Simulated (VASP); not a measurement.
# Hg (P2_1/c) in VASP: single point with PBE

Aim: the single point of Hg with PBE.

Everything below comes from runs of VASP 6.6.1. Logs are shortened: lines on timing, memory, paths and dates and some standing lists are left out, and cuts for length are marked.

### Step 1. The structure

The structure is monoclinic, space group P2_1/c (No. 14). Conventional cell: a = 6.050 Å, b = 6.385 Å, c = 6.448 Å, α = 90.00°, β = 121.59°, γ = 90.00°. Hg (site symmetry -1) has 8 Hg at 3.28 to 3.63 Å as nearest neighbours. Hg (site symmetry 1) has 8 Hg at 3.22 to 3.63 Å as nearest neighbours.

### Step 2. Single point, PBE

Input file INCAR:

```
  PREC = Accurate
  ENCUT = 520
  EDIFF = 1E-6
  ISMEAR = 0
  SIGMA = 0.2605
  LREAL = False
  LASPH = True
  NELM = 100
  ALGO = Fast
  ISIF = 2
  LWAVE = False
  LCHARG = False
  GGA = PE
  NBANDS = 45
```

Input file KPOINTS:

```
regular mesh
0
Gamma
  5 4 4
```

Input file POSCAR:

```
Hg
1.0
    6.0396373594      0.0000000000     -0.3497489221
    0.0000000000      6.3854277814      0.0000000000
   -3.0549496188      0.0000000000      5.6785367975
Hg
6
Direct
    0.0000000000      0.0000000000      0.0000000000
    0.0000000000      0.5000000000      0.5000000000
    0.4959426708      0.2494653615      0.4463841441
    0.5040573292      0.7494653615      0.0536158559
    0.5040573292      0.7505346385      0.5536158559
    0.4959426708      0.2505346385      0.9463841441
```

Potentials or basis: VASP PAW PBE potentials, release 64 (Hg).

The run is started by

```
$ cat potpaw_PBE.64/Hg/POTCAR > POTCAR
$ mpirun -np 1 vasp_std > vasp.out
```

OUTCAR:

```text
PREC = Accurate
   ENCUT = 520
   EDIFF = 1E-6
   ISMEAR = 0
   LREAL = False
   LASPH = True
   NELM = 100
   ISIF = 2
   GGA = PE

 ion  position               nearest neighbor table
   1  0.000  0.000  0.000-   3 3.28   5 3.28   4 3.30   6 3.30   6 3.57   4 3.57   5 3.63   3 3.63

   2  0.000  0.500  0.500-   4 3.28   6 3.28   5 3.30   3 3.30   3 3.57   5 3.57   4 3.63   6 3.63

   3  0.496  0.249  0.446-   6 3.22   6 3.22   5 3.25   5 3.27   1 3.28   2 3.30   2 3.57   1 3.63

   4  0.504  0.749  0.054-   5 3.22   5 3.22   6 3.25   6 3.27   2 3.28   1 3.30   1 3.57   2 3.63

   5  0.504  0.751  0.554-   4 3.22   4 3.22   3 3.25   3 3.27   1 3.28   2 3.30   2 3.57   1 3.63

   6  0.496  0.251  0.946-   3 3.22   3 3.22   4 3.25   4 3.27   2 3.28   1 3.30   1 3.57   2 3.63

  LATTYP: Found a simple monoclinic cell.
 ALAT       =     6.0497556762
 B/A-ratio  =     1.0554852333
 C/A-ratio  =     1.0095825867
 COS(beta)  =    -0.4374175683

  Lattice vectors:

 A1 = (   6.0396373594,   0.0000000000,  -0.3497489221)
 A2 = (   0.0000000000,  -6.3854277814,   0.0000000000)
 A3 = (  -2.9846877406,   0.0000000000,  -5.3287878754)

Analysis of symmetry for initial positions (statically):
=====================================================================
 Subroutine PRICEL returns:
 Original cell was already a primitive cell.

 Routine SETGRP: Setting up the symmetry group for a
 simple monoclinic supercell.

 Subroutine GETGRP returns: Found  4 space group operations
 (whereof  2 operations were pure point group operations)
 out of a pool of  4 trial point group operations.

The static configuration has the point symmetry S_2 .
 The point group associated with its full space group is C_2h.

Analysis of symmetry for dynamics (positions and initial velocities):
=====================================================================
 Subroutine PRICEL returns:
 Original cell was already a primitive cell.

 Routine SETGRP: Setting up the symmetry group for a
 simple monoclinic supercell.

 Subroutine GETGRP returns: Found  4 space group operations
 (whereof  2 operations were pure point group operations)
 out of a pool of  4 trial point group operations.

The dynamic configuration has the point symmetry S_2 .
 The point group associated with its full space group is C_2h.

 Subroutine INISYM returns: Found  4 space group operations
 (whereof  2 operations are pure point group operations),
 and found     1 'primitive' translations

----------------------------------------------------------------------------------------

                                     Primitive cell

  volume of cell :     212.1740

  direct lattice vectors                    reciprocal lattice vectors
     6.039637359  0.000000000 -0.349748922     0.170896971  0.000000000  0.091939465
     0.000000000  6.385427781  0.000000000     0.000000000  0.156606579  0.000000000
    -3.054949619  0.000000000  5.678536797     0.010525780  0.000000000  0.181764381

  length of vectors
     6.049755676  6.385427781  6.448139060     0.194058341  0.156606579  0.182068895

  position of ions in fractional coordinates (direct lattice)
     0.000000000  0.000000000  0.000000000
     0.000000000  0.500000000  0.500000000
     0.495942671  0.249465362  0.446384144
     0.504057329  0.749465362  0.053615856
     0.504057329  0.750534638  0.553615856
     0.495942671  0.250534638  0.946384144

  ion indices of the primitive-cell ions
   primitive index   ion index
                 1           1
                 2           2
                 3           3
                 4           4
                 5           5
                 6           6

----------------------------------------------------------------------------------------

 KPOINTS: regular mesh

Automatic generation of k-mesh.
 Grid dimensions read from file:
 generate k-points for:    5    4    4

 Generating k-lattice:

  Cartesian coordinates                     Fractional coordinates (reciprocal lattice)
     0.034179394  0.000000000  0.018387893     0.200000000  0.000000000  0.000000000
     0.000000000  0.039151645  0.000000000     0.000000000  0.250000000  0.000000000
     0.002631445  0.000000000  0.045441095     0.000000000  0.000000000  0.250000000

  Length of vectors
     0.038811668  0.039151645  0.045517224

  Shift w.r.t. Gamma in fractional coordinates (k-lattice)
     0.000000000  0.000000000  0.000000000

 Subroutine IBZKPT returns following result:
 ===========================================

 Found     33 irreducible k-points:

 Following reciprocal coordinates:
            Coordinates               Weight
  0.000000  0.000000  0.000000      1.000000
  0.200000  0.000000  0.000000      2.000000
  0.400000  0.000000  0.000000      2.000000
  0.000000  0.250000  0.000000      2.000000
  0.200000  0.250000  0.000000      4.000000
  0.400000  0.250000  0.000000      4.000000
[... 16 lines left out ...]
 -0.400000  0.500000  0.250000      2.000000
 -0.200000  0.500000  0.250000      2.000000
 [... further k-points ...]
   k-points           NKPTS =     33   k-points in BZ     NKDIM =     33   number of bands    NBANDS=     45
   number of dos      NEDOS =    301   number of ions     NIONS =      6
   total plane-waves  NPLWV = 110592
   dimension x,y,z NGX =    48 NGY =   48 NGZ =   48
   dimension x,y,z NGXF=    96 NGYF=   96 NGZF=   96
   ions per type =               6
   NGX,Y,Z   is equivalent  to a cutoff of  13.19, 12.50, 12.38 a.u.
   NGXF,Y,Z  is equivalent  to a cutoff of  26.38, 24.99, 24.75 a.u.
 SYSTEM =  unknown system
   PREC   = accura    normal or accurate (medium, high low for compatibility)
   ISTART =      0    job   : 0-new  1-cont  2-samecut
   ICHARG =      2    charge: 1-file 2-atom 10-const
   ISPIN  =      1    spin polarized calculation?
   LNONCOLLINEAR =      F non collinear calculations
   LSORBIT =      F    spin-orbit coupling
   LASPH  =      T    aspherical Exc in radial PAW
   ENCUT  =  520.0 eV  38.22 Ry    6.18 a.u.  11.25 11.87 11.99*2*pi/ulx,y,z
   NELM   =    100;   NELMIN=  2; NELMDL= -5     # of ELM steps
   EDIFF  = 0.1E-05   stopping-criterion for ELM
   LREAL  =      F    real-space projection
   EDIFFG = 0.1E-04   stopping-criterion for IOM
   NSW    =      0    number of steps for IOM
   IBRION =     -1    ionic relax: 0-MD 1-quasi-New 2-CG
   NFREE  =      0    steps in history (QN), initial steepest desc. (CG)
   ISIF   =      2    stress and relaxation
   ISYM   =      2    0-nonsym 1-usesym 2-fastsym
   POTIM  = 0.5000    time-step for ionic-motion
   TEBEG  =    0.0;   TEEND  =   0.0 temperature during run
   PSTRESS=    0.0 pullay stress
   NELECT =      72.0000    total number of electrons
   NUPDOWN=      -1.0000    fix difference up-down
   EMIN   =  10.00;   EMAX   =-10.00  energy-range for DOS
   EFERMI =   0.00;   METHOD = LEGACY
   ISMEAR =     0;   SIGMA  =   0.26  broadening in eV -4-tet -1-fermi 0-gaus
   EFERMI_NEDOS =   21; number of points for ismear=-14 and -15
   IALGO  =     68    algorithm
   IMIX   =      4    mixing-type and parameters
     AMIX     =   0.40;   BMIX     =  1.00
     AMIX_MAG =   1.60;   BMIX_MAG =  1.00
  volume/ion in A,a.u.               =      35.36       238.64
  Fermi-wavevector in a.u.,A,eV,Ry     =   1.141883  2.157846 17.740595  1.303897
  Thomas-Fermi vector in A             =   2.278582
   LORBIT       =      0    0 simple, 1 ext, 2 COOP (PROOUT), +10 PAW based schemes
   GGA     = PE    functional components
   LHFCALC =     F    Hartree Fock is set to
   AEXX    =    0.0000 exact exchange contribution
   IVDW    =     0    specifies the selected vdW correction
   LEPSILON=     F    determine dielectric tensor
   LRPA    =     F    only Hartree local field effects (RPA)
 non-spin polarized calculation
 RMM-DIIS sequential band-by-band and
 Gauss-broadening in eV      SIGMA  =   0.26
  energy-cutoff  :      520.00
  volume of cell :      212.17
 maximum number of plane-waves:      5749
 NGX is ok and might be reduce to    48
   NGX = 23   NGY = 23   NGZ = 23

 number of electron      72.0000018 magnetization

 Free energy of the ion-electron system (eV)
  ---------------------------------------------------
  ext. energy  EPLUGINS =         0.00000000
  ---------------------------------------------------
  free energy    TOTEN  =        -1.04767902 eV

  energy without entropy =       -1.03847218  energy(sigma->0) =       -1.04307560

 E-fermi :   0.2607     XC(G=0):  -8.5444

 val. band max:        0.0122801113   @ k =   0.2000   0.2500   0.0000
 cond. band min:       0.3728313225   @ k =   0.4000   0.0000   0.2500
 fundamental gap:      0.3605512111
 Fermi energy:         0.2607363832

 k-point     1 :       0.0000    0.0000    0.0000
  band No.  band energies     occupation
      1      -6.9025      2.00000
      2      -6.5891      2.00000
      3      -6.5694      2.00000
      4      -6.5052      2.00000
      5      -6.4494      2.00000
      6      -6.4238      2.00000
[... 37 lines left out ...]
     44       5.3103      0.00000
     45       5.3422      0.00000

 k-point     2 :       0.2000    0.0000    0.0000
  band No.  band energies     occupation
      1      -6.8264      2.00000
      2      -6.5946      2.00000
      3      -6.5806      2.00000
      4      -6.4761      2.00000
      5      -6.4659      2.00000
      6      -6.4075      2.00000
[... 37 lines left out ...]
     44       5.4256      0.00000
     45       6.1859      0.00000

 k-point     3 :       0.4000    0.0000    0.0000
  band No.  band energies     occupation
      1      -6.6937      2.00000
      2      -6.6350      2.00000
      3      -6.5880      2.00000
      4      -6.5337      2.00000
      5      -6.5237      2.00000
      6      -6.4700      2.00000
[... 37 lines left out ...]
     44       5.6924      0.00000
     45       6.5281      0.00000

 k-point     4 :       0.0000    0.2500    0.0000
  band No.  band energies     occupation
      1      -6.7717      2.00000
      2      -6.6125      2.00000
      3      -6.5383      2.00000
      4      -6.5109      2.00000
      5      -6.4650      2.00000
      6      -6.2906      2.00000
[... 901 lines left out ...]
     44       5.5172      0.00000
     45       6.2699      0.00000

 k-point    23 :      -0.4000    0.5000    0.2500
  band No.  band energies     occupation
      1      -6.5109      2.00000
      2      -6.5109      2.00000
      3      -6.4444      2.00000
      4      -6.4444      2.00000
      5      -6.3442      2.00000
      6      -6.3442      2.00000
[... 37 lines left out ...]
     44       6.0559      0.00000
     45       6.6099      0.00000

 k-point    24 :      -0.2000    0.5000    0.2500
  band No.  band energies     occupation
      1      -6.5099      2.00000
      2      -6.5099      2.00000
      3      -6.3834      2.00000
      4      -6.3834      2.00000
      5      -6.3070      2.00000
      6      -6.3070      2.00000
[... 37 lines left out ...]
     44       4.7133      0.00000
     45       5.9567      0.00000

 [... further k-points ...]

------------------------ aborting loop because EDIFF is reached ----------------------------------------

  FORCE on cell =-STRESS in cart. coord.  units (eV):
  Direction    XX          YY          ZZ          XY          YZ          ZX
  --------------------------------------------------------------------------------------
  -------------------------------------------------------------------------------------
  Total        0.0289060      0.0211682      0.0777652      0.0000000      0.0000000     -0.0096051
  in kB        0.2182764      0.1598462      0.5872240      0.0000000      0.0000000     -0.0725302
  external PRESSURE =       0.3217822 kB  Pullay stress =       0.0000000 kB

 VOLUME and BASIS-vectors are now :
 -----------------------------------------------------------------------------
  energy-cutoff  :      520.00
  volume of cell :      212.17
      direct lattice vectors                 reciprocal lattice vectors
     6.039637359  0.000000000 -0.349748922     0.170896971  0.000000000  0.091939465
     0.000000000  6.385427781  0.000000000     0.000000000  0.156606579  0.000000000
    -3.054949619  0.000000000  5.678536797     0.010525780  0.000000000  0.181764381

 POSITION                                       TOTAL-FORCE (eV/Angst)
 -----------------------------------------------------------------------------------
      0.00000      0.00000      0.00000         0.000000      0.000000      0.000000
     -1.52747      3.19271      2.83927         0.000000      0.000000      0.000000
      1.63163      1.59294      2.36135         0.002625      0.005734      0.000582
      2.88053      4.78566      0.12817        -0.002625      0.005734     -0.000582
      1.35305      4.79248      2.96743        -0.002625     -0.005734     -0.000582
      0.10416      1.59977      5.20062         0.002625     -0.005734      0.000582
 -----------------------------------------------------------------------------------
    total drift:                                0.000000      0.000000     -0.000000

  FREE ENERGIE OF THE ION-ELECTRON SYSTEM (eV)
  ---------------------------------------------------
  free  energy   TOTEN  =        -1.0476790169 eV

  energy  without entropy=       -1.0384721765  energy(sigma->0) =       -1.04307560
```

Run time: 2.3 min. Hardware: 1 thread of Intel Xeon Platinum 8488C (Sapphire Rapids), shared host; peak memory 0.44 GiB.

What came out:

```
Free energy            : -1.0477 eV
Pressure               : 0.0 GPa
Largest force          : 0.006 eV/Å
Band gap on the k mesh : 0.36 eV, indirect (least direct gap 0.57 eV)
```

Forces on the atoms (eV/Å):
```
Hg   0.000  0.000  0.000
Hg   0.000  0.000  0.000
Hg   0.003  0.006  0.001
Hg  -0.003  0.006 -0.001
Hg  -0.003 -0.006 -0.001
Hg   0.003 -0.006  0.001
```

Levels at points of the mesh, in eV from the valence-band top:
| k point | band 34 | band 35 | band 36 | band 37 | band 38 | band 39 |
| --- | --- | --- | --- | --- | --- | --- |
| (0.00, 0.00, 0.00) | -1.39 | -0.53 | -0.33 | 0.92 | 1.22 | 1.69 |
| (0.00, 0.50, 0.00) | -0.78 | -0.58 | -0.58 | 0.91 | 0.91 | 2.53 |
| (0.00, 0.00, 0.50) | -1.89 | -1.22 | -1.22 | 1.42 | 1.42 | 2.84 |
| (0.00, 0.50, 0.50) | -3.75 | -0.91 | -0.91 | 1.36 | 1.36 | 4.45 |

Caveat: spin-orbit coupling is left out, which moves the levels of the heavy elements; an odd mesh through Γ misses points on the zone boundary, where band edges often lie.
